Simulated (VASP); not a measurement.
# AlN (Fm-3m) in VASP: a series of runs

The runs below take AlN through single point, with LDA.

Program: VASP 6.6.1. These are calculated values, not measurements. Logs are shortened: lines on timing, memory, paths and dates and some standing lists are left out, and cuts for length are marked.

**1. The crystal as given**

Symmetry: Fm-3m, No. 225, cubic system. Conventional cell: a = 4.014 Å, b = 4.014 Å, c = 4.014 Å, α = 90.00°, β = 90.00°, γ = 90.00°. Around Al (site symmetry m-3m) lie 6 N at 2.01 Å. Around N (site symmetry m-3m) lie 6 Al at 2.01 Å.

Measurements of this composition are mostly on another form, of space group No. 186.

**2. Single point, LDA**

INCAR

```
  ALGO = Normal
  EDIFF = 1E-7
  ENCUT = 520
  ISIF = 2
  ISMEAR = 0
  LASPH = True
  LCHARG = False
  LREAL = False
  LWAVE = False
  NBANDS = 11
  NELM = 60
  PREC = Accurate
  SIGMA = 0.02
```

KPOINTS

```
k-points
0
Gamma
  14 14 14
```

POSCAR

```
AlN                                     
1.0
    0.0000000000      2.0070959087      2.0070959087
    2.0070959087      0.0000000000      2.0070959087
    2.0070959087      2.0070959087      0.0000000000
  Al              N             
     1     1
Direct
     0.5000000000000000    0.5000000000000000    0.5000000000000000
     0.0000000000000000    0.0000000000000000    0.0000000000000000
```

Potentials or basis: VASP PAW LDA potentials, release 64 (Al, N).

Launch:

```console
> cat potpaw_LDA.64/Al/POTCAR potpaw_LDA.64/N/POTCAR > POTCAR
> mpirun -np 1 vasp_std > vasp.out
```

OUTCAR:

```text
EDIFF = 1E-7
   ENCUT = 520
   ISIF = 2
   ISMEAR = 0
   LASPH = True
   LREAL = False
   NELM = 60
   PREC = Accurate

 ion  position               nearest neighbor table
   1  0.500  0.500  0.500-   2 2.01   2 2.01   2 2.01   2 2.01   2 2.01   2 2.01
   2  0.000  0.000  0.000-   1 2.01   1 2.01   1 2.01   1 2.01   1 2.01   1 2.01

  LATTYP: Found a face centered cubic cell.
 ALAT       =     4.0141918174

  Lattice vectors:

 A1 = (   0.0000000000,   2.0070959087,   2.0070959087)
 A2 = (   2.0070959087,   0.0000000000,   2.0070959087)
 A3 = (   2.0070959087,   2.0070959087,   0.0000000000)

Analysis of symmetry for initial positions (statically):
=====================================================================
 Subroutine PRICEL returns:
 Original cell was already a primitive cell.

 Routine SETGRP: Setting up the symmetry group for a
 face centered cubic supercell.

 Subroutine GETGRP returns: Found 48 space group operations
 (whereof 48 operations were pure point group operations)
 out of a pool of 48 trial point group operations.

The static configuration has the point symmetry O_h .

Analysis of symmetry for dynamics (positions and initial velocities):
=====================================================================
 Subroutine PRICEL returns:
 Original cell was already a primitive cell.

 Routine SETGRP: Setting up the symmetry group for a
 face centered cubic supercell.

 Subroutine GETGRP returns: Found 48 space group operations
 (whereof 48 operations were pure point group operations)
 out of a pool of 48 trial point group operations.

The dynamic configuration has the point symmetry O_h .

 Subroutine INISYM returns: Found 48 space group operations
 (whereof 48 operations are pure point group operations),
 and found     1 'primitive' translations

----------------------------------------------------------------------------------------

                                     Primitive cell

  volume of cell :      16.1709

  direct lattice vectors                    reciprocal lattice vectors
     0.000000000  2.007095909  2.007095909    -0.249116147  0.249116147  0.249116147
     2.007095909  0.000000000  2.007095909     0.249116147 -0.249116147  0.249116147
     2.007095909  2.007095909  0.000000000     0.249116147  0.249116147 -0.249116147

  length of vectors
     2.838462255  2.838462255  2.838462255     0.431481824  0.431481824  0.431481824

  position of ions in fractional coordinates (direct lattice)
     0.500000000  0.500000000  0.500000000
     0.000000000  0.000000000  0.000000000

  ion indices of the primitive-cell ions
   primitive index   ion index
                 1           1
                 2           2

----------------------------------------------------------------------------------------

 KPOINTS: k-points

Automatic generation of k-mesh.
 Grid dimensions read from file:
 generate k-points for:   14   14   14

 Generating k-lattice:

  Cartesian coordinates                     Fractional coordinates (reciprocal lattice)
    -0.017794011  0.017794011  0.017794011     0.071428571  0.000000000  0.000000000
     0.017794011 -0.017794011  0.017794011     0.000000000  0.071428571  0.000000000
     0.017794011  0.017794011 -0.017794011     0.000000000  0.000000000  0.071428571

  Length of vectors
     0.030820130  0.030820130  0.030820130

  Shift w.r.t. Gamma in fractional coordinates (k-lattice)
     0.000000000  0.000000000  0.000000000

 Subroutine IBZKPT returns following result:
 ===========================================

 Found    104 irreducible k-points:

 Following reciprocal coordinates:
            Coordinates               Weight
  0.000000  0.000000  0.000000      1.000000
  0.071429  0.000000  0.000000      8.000000
  0.142857  0.000000  0.000000      8.000000
  0.214286  0.000000  0.000000      8.000000
  0.285714  0.000000  0.000000      8.000000
  0.357143  0.000000  0.000000      8.000000
[... 16 lines left out ...]
  0.214286  0.142857  0.000000     24.000000
  0.285714  0.142857  0.000000     24.000000
 [... further k-points ...]
   k-points           NKPTS =    104   k-points in BZ     NKDIM =    104   number of bands    NBANDS=     11
   number of dos      NEDOS =    301   number of ions     NIONS =      2
   total plane-waves  NPLWV =  13824
   dimension x,y,z NGX =    24 NGY =   24 NGZ =   24
   dimension x,y,z NGXF=    48 NGYF=   48 NGZF=   48
   ions per type =               1   1
   NGX,Y,Z   is equivalent  to a cutoff of  14.06, 14.06, 14.06 a.u.
   NGXF,Y,Z  is equivalent  to a cutoff of  28.11, 28.11, 28.11 a.u.
 SYSTEM =  unknown system
   PREC   = accura    normal or accurate (medium, high low for compatibility)
   ISTART =      0    job   : 0-new  1-cont  2-samecut
   ICHARG =      2    charge: 1-file 2-atom 10-const
   ISPIN  =      1    spin polarized calculation?
   LNONCOLLINEAR =      F non collinear calculations
   LSORBIT =      F    spin-orbit coupling
   LASPH  =      T    aspherical Exc in radial PAW
   ENCUT  =  520.0 eV  38.22 Ry    6.18 a.u.   5.28  5.28  5.28*2*pi/ulx,y,z
   NELM   =     60;   NELMIN=  2; NELMDL= -5     # of ELM steps
   EDIFF  = 0.1E-06   stopping-criterion for ELM
   LREAL  =      F    real-space projection
   EDIFFG = 0.1E-05   stopping-criterion for IOM
   NSW    =      0    number of steps for IOM
   IBRION =     -1    ionic relax: 0-MD 1-quasi-New 2-CG
   NFREE  =      0    steps in history (QN), initial steepest desc. (CG)
   ISIF   =      2    stress and relaxation
   ISYM   =      2    0-nonsym 1-usesym 2-fastsym
   POTIM  = 0.5000    time-step for ionic-motion
   TEBEG  =    0.0;   TEEND  =   0.0 temperature during run
   PSTRESS=    0.0 pullay stress
   NELECT =       8.0000    total number of electrons
   NUPDOWN=      -1.0000    fix difference up-down
   EMIN   =  10.00;   EMAX   =-10.00  energy-range for DOS
   EFERMI =   0.00;   METHOD = LEGACY
   ISMEAR =     0;   SIGMA  =   0.02  broadening in eV -4-tet -1-fermi 0-gaus
   EFERMI_NEDOS =   21; number of points for ismear=-14 and -15
   IALGO  =     38    algorithm
   IMIX   =      4    mixing-type and parameters
     AMIX     =   0.40;   BMIX     =  1.00
     AMIX_MAG =   1.60;   BMIX_MAG =  1.00
  volume/ion in A,a.u.               =       8.09        54.56
  Fermi-wavevector in a.u.,A,eV,Ry     =   1.294772  2.446765 22.809284  1.676435
  Thomas-Fermi vector in A             =   2.426334
   LORBIT       =      0    0 simple, 1 ext, 2 COOP (PROOUT), +10 PAW based schemes
   GGA     = CA    functional components
   LHFCALC =     F    Hartree Fock is set to
   AEXX    =    0.0000 exact exchange contribution
   IVDW    =     0    specifies the selected vdW correction
   LEPSILON=     F    determine dielectric tensor
   LRPA    =     F    only Hartree local field effects (RPA)
 non-spin polarized calculation
 Gauss-broadening in eV      SIGMA  =   0.02
  energy-cutoff  :      520.00
  volume of cell :       16.17
 maximum number of plane-waves:       448
 NGX is ok and might be reduce to    24
   NGX = 11   NGY = 11   NGZ = 11

 number of electron       8.0000000 magnetization

 Free energy of the ion-electron system (eV)
  ---------------------------------------------------
  ext. energy  EPLUGINS =         0.00000000
  ---------------------------------------------------
  free energy    TOTEN  =       -16.23075253 eV

  energy without entropy =      -16.23075253  energy(sigma->0) =      -16.23075253

 E-fermi :  10.1978     XC(G=0): -12.6756

 val. band max:        9.9951719057   @ k =   0.0000   0.0000   0.0000
 cond. band min:      14.6653605954   @ k =   0.5000   0.5000   0.0000
 fundamental gap:      4.6701886896
 Fermi energy:        10.1977760291

 k-point     1 :       0.0000    0.0000    0.0000
  band No.  band energies     occupation
      1      -7.6119      2.00000
      2       9.9952      2.00000
      3       9.9952      2.00000
      4       9.9952      2.00000
      5      16.0839      0.00000
      6      22.0848      0.00000
      7      22.0848      0.00000
      8      22.0848      0.00000
      9      27.3680      0.00000
     10      27.7855      0.00000
     11      27.7855      0.00000

 k-point     2 :       0.0714    0.0000    0.0000
  band No.  band energies     occupation
      1      -7.5037      2.00000
      2       9.4513      2.00000
      3       9.9281      2.00000
      4       9.9281      2.00000
      5      16.4199      0.00000
      6      21.5399      0.00000
      7      22.2545      0.00000
      8      22.2545      0.00000
      9      26.6887      0.00000
     10      26.6887      0.00000
     11      28.1857      0.00000

 k-point     3 :       0.1429    0.0000    0.0000
  band No.  band energies     occupation
      1      -7.1831      2.00000
      2       8.1338      2.00000
      3       9.7484      2.00000
      4       9.7484      2.00000
      5      17.0145      0.00000
      6      20.8238      0.00000
      7      22.5941      0.00000
      8      22.5941      0.00000
      9      25.6838      0.00000
     10      25.6838      0.00000
     11      28.0961      0.00000

 k-point     4 :       0.2143    0.0000    0.0000
  band No.  band energies     occupation
      1      -6.6652      2.00000
      2       6.4847      2.00000
      3       9.5073      2.00000
      4       9.5073      2.00000
      5      17.1837      0.00000
      6      20.8824      0.00000
      7      22.5354      0.00000
      8      22.5354      0.00000
      9      25.7162      0.00000
     10      25.7162      0.00000
     11      27.5146      0.00000

 k-point     5 :       0.2857    0.0000    0.0000
  band No.  band energies     occupation
      1      -5.9825      2.00000
      2       4.7753      2.00000
      3       9.2609      2.00000
      4       9.2609      2.00000
      5      16.9014      0.00000
      6      21.6512      0.00000
      7      21.9981      0.00000
      8      21.9981      0.00000
      9      26.8120      0.00000
     10      26.8120      0.00000
     11      26.9104      0.00000
[... 211 lines left out ...]
 k-point    21 :      -0.0714    0.0714    0.0000
  band No.  band energies     occupation
      1      -7.3247      2.00000
      2       8.8097      2.00000
      3       9.5683      2.00000
      4       9.9256      2.00000
      5      16.8720      0.00000
      6      20.8791      0.00000
      7      22.4565      0.00000
      8      22.6128      0.00000
      9      25.2474      0.00000
     10      26.6248      0.00000
     11      28.8267      0.00000

 k-point    22 :       0.1429    0.1429    0.0000
  band No.  band energies     occupation
      1      -7.0423      2.00000
      2       8.3344      2.00000
      3       9.2782      2.00000
      4       9.2782      2.00000
      5      17.5498      0.00000
      6      19.5397      0.00000
      7      23.0100      0.00000
      8      23.2969      0.00000
      9      23.2969      0.00000
     10      28.4481      0.00000
     11      30.0746      0.00000

 k-point    23 :       0.2143    0.1429    0.0000
  band No.  band energies     occupation
      1      -6.6628      2.00000
      2       7.2903      2.00000
      3       8.9739      2.00000
      4       9.0250      2.00000
      5      18.0128      0.00000
      6      18.9885      0.00000
      7      21.8572      0.00000
      8      23.6957      0.00000
      9      24.0658      0.00000
     10      28.2793      0.00000
     11      30.1385      0.00000

 k-point    24 :       0.2857    0.1429    0.0000
  band No.  band energies     occupation
      1      -6.1009      2.00000
      2       5.8705      2.00000
      3       8.6824      2.00000
      4       8.7074      2.00000
      5      17.8802      0.00000
      6      19.4860      0.00000
      7      20.9430      0.00000
      8      23.5884      0.00000
      9      25.0530      0.00000
     10      28.6494      0.00000
     11      29.8375      0.00000

 [... further k-points ...]

------------------------ aborting loop because EDIFF is reached ----------------------------------------

  FORCE on cell =-STRESS in cart. coord.  units (eV):
  Direction    XX          YY          ZZ          XY          YZ          ZX
  --------------------------------------------------------------------------------------
  -------------------------------------------------------------------------------------
  Total       -0.0023130     -0.0023130     -0.0023130     -0.0000000      0.0000000     -0.0000000
  in kB       -0.2291625     -0.2291625     -0.2291625     -0.0000000      0.0000000     -0.0000000
  external PRESSURE =      -0.2291625 kB  Pullay stress =       0.0000000 kB

 VOLUME and BASIS-vectors are now :
 -----------------------------------------------------------------------------
  energy-cutoff  :      520.00
  volume of cell :       16.17
      direct lattice vectors                 reciprocal lattice vectors
     0.000000000  2.007095909  2.007095909    -0.249116147  0.249116147  0.249116147
     2.007095909  0.000000000  2.007095909     0.249116147 -0.249116147  0.249116147
     2.007095909  2.007095909  0.000000000     0.249116147  0.249116147 -0.249116147

 POSITION                                       TOTAL-FORCE (eV/Angst)
 -----------------------------------------------------------------------------------
      2.00710      2.00710      2.00710        -0.000000      0.000000      0.000000
      0.00000      0.00000      0.00000         0.000000     -0.000000     -0.000000
 -----------------------------------------------------------------------------------
    total drift:                                0.000000     -0.000000     -0.000000

  FREE ENERGIE OF THE ION-ELECTRON SYSTEM (eV)
  ---------------------------------------------------
  free  energy   TOTEN  =       -16.2307525342 eV

  energy  without entropy=      -16.2307525342  energy(sigma->0) =      -16.23075253
```

Run time: 7.6 s. Hardware: 1 thread of AMD EPYC 9R45 (Zen 5), shared host; peak memory 0.1 GiB.

Results:

| Quantity | Value |
| --- | --- |
| Free energy | -16.2308 eV |
| Pressure | 0.0 GPa |
| Band gap on the k mesh | 4.67 eV, indirect (least direct gap 6.09 eV) |

A k mesh can miss the band edges. Expect the measured gap to be larger: semilocal functionals such as LDA lack the derivative discontinuity.

**3. Single point, LDA (a relaxed cell with its volume scaled by 0.97)**

INCAR is that of step 2.

KPOINTS is that of step 2.

POSCAR

```
AlN                                     
1.0
    0.0000000000      1.9868208265      1.9868208265
    1.9868208265      0.0000000000      1.9868208265
    1.9868208265      1.9868208265      0.0000000000
  Al              N             
     1     1
Direct
     0.5000000000000000    0.5000000000000000    0.5000000000000000
     0.0000000000000000    0.0000000000000000    0.0000000000000000
```

Potentials or basis: VASP PAW LDA potentials, release 64 (Al, N).

Launch:

```console
> cat potpaw_LDA.64/Al/POTCAR potpaw_LDA.64/N/POTCAR > POTCAR
> mpirun -np 1 vasp_std > vasp.out
```

OUTCAR:

```text
EDIFF = 1E-7
   ENCUT = 520
   ISIF = 2
   ISMEAR = 0
   LASPH = True
   LREAL = False
   NELM = 60
   PREC = Accurate

 ion  position               nearest neighbor table
   1  0.500  0.500  0.500-   2 1.99   2 1.99   2 1.99   2 1.99   2 1.99   2 1.99
   2  0.000  0.000  0.000-   1 1.99   1 1.99   1 1.99   1 1.99   1 1.99   1 1.99

  LATTYP: Found a face centered cubic cell.
 ALAT       =     3.9736416530

  Lattice vectors:

 A1 = (   0.0000000000,   1.9868208265,   1.9868208265)
[... 523 lines left out ...]

------------------------ aborting loop because EDIFF is reached ----------------------------------------

  FORCE on cell =-STRESS in cart. coord.  units (eV):
  Direction    XX          YY          ZZ          XY          YZ          ZX
  --------------------------------------------------------------------------------------
  -------------------------------------------------------------------------------------
  Total        0.8766460      0.8766460      0.8766460      0.0000000      0.0000000     -0.0000000
  in kB       89.5423986     89.5423986     89.5423986      0.0000000      0.0000000     -0.0000000
  external PRESSURE =      89.5423986 kB  Pullay stress =       0.0000000 kB

 VOLUME and BASIS-vectors are now :
 -----------------------------------------------------------------------------
  energy-cutoff  :      520.00
  volume of cell :       15.69
      direct lattice vectors                 reciprocal lattice vectors
     0.000000000  1.986820827  1.986820827    -0.251658324  0.251658324  0.251658324
     1.986820827  0.000000000  1.986820827     0.251658324 -0.251658324  0.251658324
     1.986820827  1.986820827  0.000000000     0.251658324  0.251658324 -0.251658324

 POSITION                                       TOTAL-FORCE (eV/Angst)
 -----------------------------------------------------------------------------------
      1.98682      1.98682      1.98682         0.000000      0.000000     -0.000000
      0.00000      0.00000      0.00000        -0.000000     -0.000000      0.000000
 -----------------------------------------------------------------------------------
    total drift:                                0.000000     -0.000000     -0.000000

  FREE ENERGIE OF THE ION-ELECTRON SYSTEM (eV)
  ---------------------------------------------------
  free  energy   TOTEN  =       -16.2172111442 eV

  energy  without entropy=      -16.2172111442  energy(sigma->0) =      -16.21721114
```

stdout:

```text
POSCAR found type information on POSCAR AlN
 POSCAR found :  2 types and       2 ions
 scaLAPACK will be used
 LDA part: xc-table for (Slater(with rela. corr.)+CA(PZ))
 , standard interpolation
 POSCAR, INCAR and KPOINTS ok, starting setup
 FFT: planning ... GRIDC
 FFT: planning ... GRID_SOFT
 FFT: planning ... GRID
 WAVECAR not read
 entering main loop
```

It took 7.5 s on 1 thread of AMD EPYC 9R45 (Zen 5), shared host; peak memory 0.1 GiB.

What came out:

| Property | Result |
| --- | --- |
| Free energy | -16.2172 eV |
| Pressure | 9.0 GPa |
| Band gap on the k mesh | 4.97 eV, indirect (least direct gap 6.55 eV) |

A k mesh can miss the band edges.

**4. Single point, LDA (a relaxed cell with its volume scaled by 1.03)**

INCAR is that of step 3.

KPOINTS is that of step 3.

POSCAR

```
AlN                                     
1.0
    0.0000000000      2.0269694379      2.0269694379
    2.0269694379      0.0000000000      2.0269694379
    2.0269694379      2.0269694379      0.0000000000
  Al              N             
     1     1
Direct
     0.5000000000000000    0.5000000000000000    0.5000000000000000
     0.0000000000000000    0.0000000000000000    0.0000000000000000
```

Launch:

```console
> cat potpaw_LDA.64/Al/POTCAR potpaw_LDA.64/N/POTCAR > POTCAR
> mpirun -np 1 vasp_std > vasp.out
```

It took 7.5 s on 1 thread of AMD EPYC 9R45 (Zen 5), shared host; peak memory 0.1 GiB.

The run converged. Its results:

```yaml
Free_energy: -16.2190 eV
Pressure: -7.8 GPa
Band_gap_on_the_k_mesh: 4.39 eV, indirect (least direct gap 5.66 eV)
```

Levels at points of the mesh, in eV from the valence-band top:
```
           k point  band 1  band 2  band 3  band 4  band 5  band 6  band 7  band 8  band 9
(0.00, 0.00, 0.00)  -17.34    0.00    0.00    0.00    5.66   12.00   12.00   12.00   17.20
(0.50, 0.00, 0.00)  -14.03   -8.30   -1.07   -1.07    6.08   10.74   10.74   13.00   15.79
(0.50, 0.50, 0.00)  -13.03   -7.36   -2.79   -2.79    4.39    5.21   13.80   16.86   16.86
```

A k mesh can miss the band edges.

**5. The runs side by side**

| cell | gap on the mesh (eV) | pressure (GPa) |
| --- | --- | --- |
| as given | 4.67 | 0.0 |
| a relaxed cell with its volume scaled by 0.97 | 4.97 | 9.0 |
| a relaxed cell with its volume scaled by 1.03 | 4.39 | -7.8 |

Alike in all rows: task single point; level LDA; potentials or basis VASP PAW LDA potentials, release 64 (Al, N); no spin polarisation; k mesh 14 × 14 × 14; cutoff (eV) 520; smearing gaussian 0.02 eV.

Total energies depend on the potentials used, so only differences within one code and one set of settings carry meaning.
